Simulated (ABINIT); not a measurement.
# SiC (Moissanite): G0W0 in ABINIT against the screening cutoff in the self-energy, part 2 of 2

How does the gap of SiC (Moissanite) converge in the screening cutoff in the self-energy?

ABINIT 10.8.3; PBE and many-body steps on it, plane waves. Known limits of the many-body steps: not at the basis limit.

So far. Step 2 (Screening, 6×6×4 mesh, 273 bands, screening to 272.1 eV): Local fields lower ε∞ by 9 %. Step 5 (3.5 Ha): The gap on the mesh goes from 2.33 eV to 2.90 eV, a correction of +0.57 eV.

**6. 5 Ha**

Level of this step: G0W0 on PBE, plane waves, norm-conserving pseudopotentials (ABINIT).

File run.abi:

```
acell 3*1.0 Angstrom
rprim 
  3.075999999976 0.000000000005 0.000000000000
  -1.537999999993 2.663894142018 0.000000000000
  0.000000000000 0.000000000000 5.048000000000
ntypat 2
znucl 14 6
natom 4
typat 1 1 2 2
xred 
  0.333333333333 0.666666666667 0.000000000000
  0.666666666667 0.333333333333 0.500000000000
  0.333333333333 0.666666666667 0.385000000000
  0.666666666667 0.333333333333 0.885000000000
pp_dirpath "pseudos"
pseudos "Si.upf, C.upf"
ecut 37
ngkpt 6 6 4
nshiftk 1
shiftk 0 0 0
kptopt 1
chksymbreak 0
istwfk *1
occopt 1
irdwfk 1
optdriver 4
nband 273
gwcalctyp 0
ecutsigx 37
symsigma 1
nkptgw 3
kptgw 
  0.0000000000 0.0000000000 0.0000000000
  0.3333333333 0.3333333333 0.0000000000
  0.5000000000 0.0000000000 0.0000000000
bdgw 
  6 10
  7 10
  7 10
ecuteps 5
irdscr 1
ppmodel 1
indata_prefix "in"
outdata_prefix "out"
tmpdata_prefix "tmp"
```

Run with:

```sh
> OMP_NUM_THREADS=1 mpirun -n 4 abinit run.abi > log
```

Log:

```text
.Version 10.8.3 of ABINIT. v10.8.2 released Aug 2026.

 Symmetries : space group P6_3 m c (#186); Bravais hP (primitive hexag.)
[... echo of the input left out ...]
== DATASET  1 ==================================================================
-   mpi_nproc: 4, omp_nthreads: 1 (-1 if OMP is not activated)

--- !DatasetInfo
iteration_state: {dtset: 1, }
dimensions: {natom: 4, nkpt: 21, mband: 273, nsppol: 1, nspinor: 1, nspden: 1, mpw: 3018, }
cutoff_energies: {ecut:  37.0, pawecutdg:  -1.0, }
[...]
Band     E0 <VxcDFT>   SigX SigC(E0)      Z dSigC/dE  Sig(E)    E-E0       E
[...]
9   9.734 -10.592  -6.058  -4.264   0.821  -0.218 -10.370   0.222   9.956
       10  11.338 -11.767  -6.941  -4.366   0.810  -0.235 -11.394   0.374  11.711

== END DATASET(S) ==============================================================
================================================================================

 -outvars: echo values of variables after computation  --------
           etotal      0.0000000000E+00
            nband         273
             nkpt          21
          spgroup         186
 [... the other variables as echoed above ...]

 Calculation completed.
```

Run time: 30 s. Hardware: 4 MPI ranks of Arm Neoverse V1, shared host; peak memory 1.9 GiB.

This step gave:

```yaml
g0w0_gap_on_the_points_computed: 2.960 eV
starting_gap_on_the_mesh: 2.329 eV
k_of_the_valence_top: 0, 0, 0
k_of_the_conduction_bottom: 0.3333, 0.3333, 0
least_direct_g0w0_gap_on_the_computed_points: 4.966 eV
```

Against the run before, the gap moves by +0.061 eV.

**7. 7.5 Ha**

Edit run.abi of step 6 so:

```diff
@@ -39,3 +39,3 @@
   7 10
-ecuteps 5
+ecuteps 7.5
 irdscr 1
```

Log:

```text
.Version 10.8.3 of ABINIT. v10.8.2 released Aug 2026.

 Symmetries : space group P6_3 m c (#186); Bravais hP (primitive hexag.)
[... echo of the input left out ...]
== DATASET  1 ==================================================================
-   mpi_nproc: 4, omp_nthreads: 1 (-1 if OMP is not activated)

--- !DatasetInfo
iteration_state: {dtset: 1, }
dimensions: {natom: 4, nkpt: 21, mband: 273, nsppol: 1, nspinor: 1, nspden: 1, mpw: 3018, }
cutoff_energies: {ecut:  37.0, pawecutdg:  -1.0, }
[...]
Band     E0 <VxcDFT>   SigX SigC(E0)      Z dSigC/dE  Sig(E)    E-E0       E
[...]
9   9.734 -10.592  -6.058  -4.293   0.821  -0.219 -10.394   0.198   9.932
       10  11.338 -11.767  -6.941  -4.426   0.809  -0.236 -11.443   0.324  11.662

== END DATASET(S) ==============================================================
================================================================================

 -outvars: echo values of variables after computation  --------
           etotal      0.0000000000E+00
            nband         273
             nkpt          21
          spgroup         186
 [... the other variables as echoed above ...]

 Calculation completed.
```

The job ended after 1.7 min (4 MPI ranks; peak memory 2.4 GiB).

This step gave:

```
G0W0 gap on the points computed              : 3.052 eV
starting gap on the mesh                     : 2.329 eV
k of the valence top                         : 0, 0, 0
k of the conduction bottom                   : 0.3333, 0.3333, 0
least direct G0W0 gap on the computed points : 5.036 eV
```

Against the run before, the gap moves by +0.092 eV.

**8. 10 Ha**

Edit run.abi of step 7 so:

```diff
@@ -39,3 +39,3 @@
   7 10
-ecuteps 7.5
+ecuteps 10
 irdscr 1
```

Log:

```text
.Version 10.8.3 of ABINIT. v10.8.2 released Aug 2026.

 Symmetries : space group P6_3 m c (#186); Bravais hP (primitive hexag.)
[... echo of the input left out ...]
== DATASET  1 ==================================================================
-   mpi_nproc: 4, omp_nthreads: 1 (-1 if OMP is not activated)

--- !DatasetInfo
iteration_state: {dtset: 1, }
dimensions: {natom: 4, nkpt: 21, mband: 273, nsppol: 1, nspinor: 1, nspden: 1, mpw: 3018, }
cutoff_energies: {ecut:  37.0, pawecutdg:  -1.0, }
[...]
Band     E0 <VxcDFT>   SigX SigC(E0)      Z dSigC/dE  Sig(E)    E-E0       E
[...]
9   9.734 -10.592  -6.058  -4.297   0.821  -0.219 -10.398   0.195   9.928
       10  11.338 -11.767  -6.941  -4.435   0.809  -0.237 -11.450   0.317  11.655

== END DATASET(S) ==============================================================
================================================================================

 -outvars: echo values of variables after computation  --------
           etotal      0.0000000000E+00
            nband         273
             nkpt          21
          spgroup         186
 [... the other variables as echoed above ...]

 Calculation completed.
```

It took 3.2 min on 4 MPI ranks; peak memory 3.4 GiB.

Numbers from this step:

- G0W0 gap on the points computed: 3.064 eV
- starting gap on the mesh: 2.329 eV
- k of the valence top: 0, 0, 0
- k of the conduction bottom: 0.3333, 0.3333, 0
- least direct G0W0 gap on the computed points: 5.047 eV

Against the run before, the gap moves by +0.012 eV.

**9. The runs together**

Times are wall times on 4 MPI ranks of Arm Neoverse V1, shared host, good to a factor of about two. A run's time includes the screening step that it read.

| run | mesh | bands | screening cutoff (eV) | DFT gap (eV) | gap on the mesh (eV) | direct (eV) | ε∞ used | time |
| --- | --- | --- | --- | --- | --- | --- | --- | --- |
| 1 Ha | 6×6×4 | 273 | 27.2 | 2.329 | 2.664 | 4.816 | 6.84 | 9.8 min |
| 2 Ha | 6×6×4 | 273 | 54.4 | 2.329 | 2.696 | 4.733 | 6.84 | 9.8 min |
| 3.5 Ha | 6×6×4 | 273 | 95.2 | 2.329 | 2.899 | 4.915 | 6.84 | 10 min |
| 5 Ha | 6×6×4 | 273 | 136.1 | 2.329 | 2.960 | 4.966 | 6.84 | 10 min |
| 7.5 Ha | 6×6×4 | 273 | 204.1 | 2.329 | 3.052 | 5.036 | 6.84 | 11 min |
| 10 Ha | 6×6×4 | 273 | 272.1 | 2.329 | 3.064 | 5.047 | 6.84 | 13 min |

**10. Summary of results**

* 1 Ha: 2.664 eV
* 2 Ha: 2.696 eV
* 3.5 Ha: 2.899 eV
* 5 Ha: 2.960 eV
* 7.5 Ha: 3.052 eV
* 10 Ha: 3.064 eV
* known limits: not at the basis limit

The setting moved: screening cutoff in the self-energy. From 1 Ha to 10 Ha the gap moves by +0.40 eV. The last step still moves it by +0.012 eV. Bands and screening cutoff are coupled, so a series along one setting does not show full convergence. Bands and cutoff are finite, so the gap is not at the basis limit. The miss can reach some tenths of an eV and take either sign; the mesh is an error of its own. In the G0W0 runs levels were corrected at 3 k points alone, so a gap called «on the mesh» is the least over those, and an edge elsewhere would be missed.

[Paths, hosts, dates, memory and timing lines, banners, echoed tables and standing remarks are left out of the program output.]

[Logs are printed without paths, hosts, clocks, repeated set-up lines and the standing remarks that a program may print on its own settings, such as how far it seeks lower states.]

[Runs of the session that timed out or met a known fault of the program may be left out.]

[Hosts, paths, dates, database ids (printed as entryN), source tags and the programs' standing remarks are cut or masked in the printed files.]

[G0W0 gaps are taken among the corrected bands and points alone; a level outside them can change the order at an edge.]

[Where Ansatz stands beside ABINIT at settings called matched, ABINIT's density can come from a denser mesh and the files from another edition; pairs whose starting gaps differed by over 0.03 eV were left out, so agreement reads better than it is.]
